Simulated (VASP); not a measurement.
# Cs (I4/mmm) in VASP: further runs

One crystal, Cs, is run at these levels: PBE; tasks: single point.

Program: VASP 6.6.1. These are calculated values, not measurements. Logs are shortened: lines on timing, memory, paths and dates and some standing lists are left out, and cuts for length are marked.

## (1) The crystal as given

Symmetry: I4/mmm, No. 139, tetragonal system. The conventional cell has a = 5.500 Å, b = 5.500 Å, c = 8.194 Å, α = 90.00°, β = 90.00°, γ = 90.00°.

This isn't the form of Cs at room conditions, which is bcc.

## (2) Single point, PBE

Input file INCAR:

```
PREC = Accurate
ENCUT = 450
EDIFF = 1E-6
ISMEAR = 1
SIGMA = 0.02
LREAL = False
LASPH = True
NELM = 100
ALGO = Normal
ISIF = 2
LWAVE = False
LCHARG = False
GGA = PE
NBANDS = 10
ADDGRID = False
```

Input file KPOINTS:

```
regular mesh
0
Gamma
  10 10 10
```

Input file POSCAR:

```
Cs
1.0
   -2.6528630000      2.7200140000      3.9488130000
    2.8833600000     -2.6988260000      4.0893020000
    2.7318000000      2.7777640000     -3.9345920000
Cs
1
Direct
    0.0073440000      0.0133040000      0.0001460000
```

Potentials or basis: VASP PAW PBE potentials, release 64 (Cs_sv).

The run is started by

```console
cat potpaw_PBE.64/Cs_sv/POTCAR > POTCAR
mpirun -np 1 vasp_std > vasp.out
```

OUTCAR:

```text
PREC = Accurate
   ENCUT = 450
   EDIFF = 1E-6
   ISMEAR = 1
   LREAL = False
   LASPH = True
   NELM = 100
   ISIF = 2
   GGA = PE

 Found    504 irreducible k-points:

 Following reciprocal coordinates:
            Coordinates               Weight
  0.000000  0.000000  0.000000      1.000000
  0.100000 -0.000000  0.000000      2.000000
  0.200000 -0.000000  0.000000      2.000000
  0.300000  0.000000 -0.000000      2.000000
  0.400000 -0.000000  0.000000      2.000000
  0.500000  0.000000  0.000000      1.000000
   k-points           NKPTS =    504   k-points in BZ     NKDIM =    504   number of bands    NBANDS=     10
   number of dos      NEDOS =    301   number of ions     NIONS =      1
   total plane-waves  NPLWV =  64000
   dimension x,y,z NGX =    40 NGY =   40 NGZ =   40
   dimension x,y,z NGXF=    80 NGYF=   80 NGZF=   80
   ions per type =               1
   NGX,Y,Z   is equivalent  to a cutoff of  12.13, 11.70, 12.01 a.u.
   NGXF,Y,Z  is equivalent  to a cutoff of  24.27, 23.39, 24.02 a.u.
 SYSTEM =  unknown system
   PREC   = accura    normal or accurate (medium, high low for compatibility)
   ISTART =      0    job   : 0-new  1-cont  2-samecut
   ICHARG =      2    charge: 1-file 2-atom 10-const
   ISPIN  =      1    spin polarized calculation?
   LNONCOLLINEAR =      F non collinear calculations
   LSORBIT =      F    spin-orbit coupling
   LASPH  =      T    aspherical Exc in radial PAW
   ENCUT  =  450.0 eV  33.07 Ry    5.75 a.u.   9.48  9.83  9.58*2*pi/ulx,y,z
   NELM   =    100;   NELMIN=  2; NELMDL= -5     # of ELM steps
   EDIFF  = 0.1E-05   stopping-criterion for ELM
   LREAL  =      F    real-space projection
   EDIFFG = 0.1E-04   stopping-criterion for IOM
   NSW    =      0    number of steps for IOM
   IBRION =     -1    ionic relax: 0-MD 1-quasi-New 2-CG
   NFREE  =      0    steps in history (QN), initial steepest desc. (CG)
   ISIF   =      2    stress and relaxation
   ISYM   =      2    0-nonsym 1-usesym 2-fastsym
   POTIM  = 0.5000    time-step for ionic-motion
   TEBEG  =    0.0;   TEEND  =   0.0 temperature during run
   PSTRESS=    0.0 pullay stress
   NELECT =       9.0000    total number of electrons
   NUPDOWN=      -1.0000    fix difference up-down
   EMIN   =  10.00;   EMAX   =-10.00  energy-range for DOS
   EFERMI =   0.00;   METHOD = LEGACY
   ISMEAR =     1;   SIGMA  =   0.02  broadening in eV -4-tet -1-fermi 0-gaus
   EFERMI_NEDOS =   21; number of points for ismear=-14 and -15
   IALGO  =     38    algorithm
   IMIX   =      4    mixing-type and parameters
     AMIX     =   0.40;   BMIX     =  1.00
     AMIX_MAG =   1.60;   BMIX_MAG =  1.00
  volume/ion in A,a.u.               =     123.95       836.44
  Fermi-wavevector in a.u.,A,eV,Ry     =   0.682981  1.290648  6.346621  0.466464
  Thomas-Fermi vector in A             =   1.762213
   LORBIT       =      0    0 simple, 1 ext, 2 COOP (PROOUT), +10 PAW based schemes
   GGA     = PE    functional components
   LHFCALC =     F    Hartree Fock is set to
   AEXX    =    0.0000 exact exchange contribution
   IVDW    =     0    specifies the selected vdW correction
   LEPSILON=     F    determine dielectric tensor
   LRPA    =     F    only Hartree local field effects (RPA)
 non-spin polarized calculation
 Methfessel and Paxton  Order N= 1 SIGMA  =   0.02
  energy-cutoff  :      450.00
  volume of cell :      123.95
 maximum number of plane-waves:      2714
 NGX is ok and might be reduce to    40

 number of electron       9.0000000 magnetization

 Free energy of the ion-electron system (eV)
  ---------------------------------------------------
  ext. energy  EPLUGINS =         0.00000000
  ---------------------------------------------------
  free energy    TOTEN  =        -0.84635628 eV

  energy without entropy =       -0.84642087  energy(sigma->0) =       -0.84637781

 E-fermi :   0.2479     XC(G=0):  -5.2214

 val. band max:        0.2432387691   @ k =   0.5000   0.1000   0.1000
 cond. band min:       0.2490971653   @ k =   0.5000  -0.0000   0.4000
 fundamental gap:      0.0058583962
 Fermi energy:         0.2479258645

 k-point     1 :       0.0000    0.0000    0.0000
  band No.  band energies     occupation
      1     -23.6236      2.00000
      2     -10.3834      2.00000
      3     -10.3758      2.00000
      4     -10.3746      2.00000
      5      -1.3290      2.00000
      6       2.4852      0.00000
      7       2.7458      0.00000
      8       2.7987      0.00000
      9       3.6089      0.00000
     10       3.7922      0.00000

 k-point     2 :       0.1000   -0.0000    0.0000
  band No.  band energies     occupation
      1     -23.6231      2.00000
      2     -10.3876      2.00000
      3     -10.3829      2.00000
      4     -10.3770      2.00000
      5      -1.2307      2.00000
      6       2.4490      0.00000
      7       2.6609      0.00000
      8       2.8197      0.00000
      9       3.5350      0.00000
     10       3.6795      0.00000

 k-point     3 :       0.2000   -0.0000    0.0000
  band No.  band energies     occupation
      1     -23.6220      2.00000
      2     -10.4150      2.00000
      3     -10.3857      2.00000
      4     -10.3821      2.00000
      5      -0.9483      2.00000
      6       2.1090      0.00000
      7       2.6660      0.00000
      8       2.8802      0.00000
      9       3.4995      0.00000
     10       3.5492      0.00000

 k-point     4 :       0.3000    0.0000   -0.0000
  band No.  band energies     occupation
      1     -23.6206      2.00000
      2     -10.4491      2.00000
      3     -10.3890      2.00000
      4     -10.3878      2.00000
      5      -0.5212      2.00000
      6       1.6808      0.00000
      7       2.6154      0.00000
      8       2.7855      0.00000
      9       3.6729      0.00000
     10       3.7955      0.00000

 k-point     5 :       0.4000   -0.0000    0.0000
  band No.  band energies     occupation
      1     -23.6194      2.00000
      2     -10.4762      2.00000
      3     -10.3938      2.00000
      4     -10.3901      2.00000
      5      -0.0291      2.00000
      6       1.2615      0.00000
      7       2.5103      0.00000
      8       2.6643      0.00000
      9       3.9909      0.00000
     10       4.2722      0.00000

 k-point     6 :       0.5000    0.0000    0.0000
  band No.  band energies     occupation
      1     -23.6190      2.00000
      2     -10.4865      2.00000
      3     -10.3958      2.00000
      4     -10.3909      2.00000
      5       0.2811     -0.04092
      6       0.9950      0.00000
      7       2.4643      0.00000
      8       2.6170      0.00000
      9       4.1358      0.00000
     10       4.5769      0.00000

 [... further k-points ...]

------------------------ aborting loop because EDIFF is reached ----------------------------------------

  FORCE on cell =-STRESS in cart. coord.  units (eV):
  Direction    XX          YY          ZZ          XY          YZ          ZX
  --------------------------------------------------------------------------------------
  -------------------------------------------------------------------------------------
  Total       -0.0935272     -0.0494286     -0.0788648     -0.0005394     -0.0024715     -0.0441660
  in kB       -1.2089489     -0.6389227     -1.0194200     -0.0069721     -0.0319472     -0.5708970
  external PRESSURE =      -0.9557638 kB  Pullay stress =       0.0000000 kB

 VOLUME and BASIS-vectors are now :
 -----------------------------------------------------------------------------
  energy-cutoff  :      450.00
  volume of cell :      123.95
      direct lattice vectors                 reciprocal lattice vectors
    -2.652863000  2.720014000  3.948813000    -0.005972949  0.181656419  0.124099719
     2.883360000 -2.698826000  4.089302000     0.174839185 -0.002819191  0.119401107
     2.731800000  2.777764000 -3.934592000     0.175719406  0.179382947 -0.005511685

 POSITION                                       TOTAL-FORCE (eV/Angst)
 -----------------------------------------------------------------------------------
      0.01928     -0.01552      0.08283         0.000000      0.000000      0.000000
 -----------------------------------------------------------------------------------
    total drift:                               -0.000001      0.000003     -0.000002

  FREE ENERGIE OF THE ION-ELECTRON SYSTEM (eV)
  ---------------------------------------------------
  free  energy   TOTEN  =        -0.8463562765 eV

  energy  without entropy=       -0.8464208731  energy(sigma->0) =       -0.84637781
```

stdout:

```text
POSCAR found type information on POSCAR Cs
 POSCAR found :  1 types and       1 ions
 scaLAPACK will be used
 LDA part: xc-table for (Slater+PW92), standard interpolation
 POSCAR, INCAR and KPOINTS ok, starting setup
 FFT: planning ... GRIDC
 FFT: planning ... GRID_SOFT
 FFT: planning ... GRID
 WAVECAR not read
 entering main loop
```

It took 3.7 min on 1 thread of Intel Xeon Platinum 8488C (Sapphire Rapids), shared host; peak memory 0.59 GiB.

These settings aren't checked as converged: the numbers below hold their error.

Results:

```yaml
Free_energy: -0.8464 eV
Pressure: -0.1 GPa
Band_gap_on_the_k_mesh: none (metal or under the smearing width)
```

## (3) Single point, PBE

This run uses another cell than the first one, of the same volume but with other edges.

Changes to INCAR since step 2:

```diff
@@ -3,4 +3,4 @@
 EDIFF = 1E-6
-ISMEAR = 1
-SIGMA = 0.02
+ISMEAR = -5
+SIGMA = 0.15
 LREAL = False
```

KPOINTS is that of step 2.

Input file POSCAR:

```
Cs
1.0
   -2.7500754600      2.7500754600      4.0972389800
    2.7500754600     -2.7500754600      4.0972389800
    2.7500754600      2.7500754600     -4.0972389800
Cs
1
Direct
    0.0000000000      0.0000000000      0.0000000000
```

Potentials or basis: VASP PAW PBE potentials, release 64 (Cs_sv).

The run is started by

```console
cat potpaw_PBE.64/Cs_sv/POTCAR > POTCAR
mpirun -np 1 vasp_std > vasp.out
```

Run time: 45 s. Hardware: 1 thread of Intel Xeon Platinum 8488C (Sapphire Rapids), shared host; peak memory 0.28 GiB.

These settings aren't checked as converged: the numbers below hold their error.

Results:

| Property | Result |
| --- | --- |
| Free energy | -0.8488 eV |
| Pressure | -0.1 GPa |
| Band gap on the k mesh | none (metal or under the smearing width) |

Caveat: tetrahedron occupations give inexact forces and stress in metals.

[end of part 1 of 2]
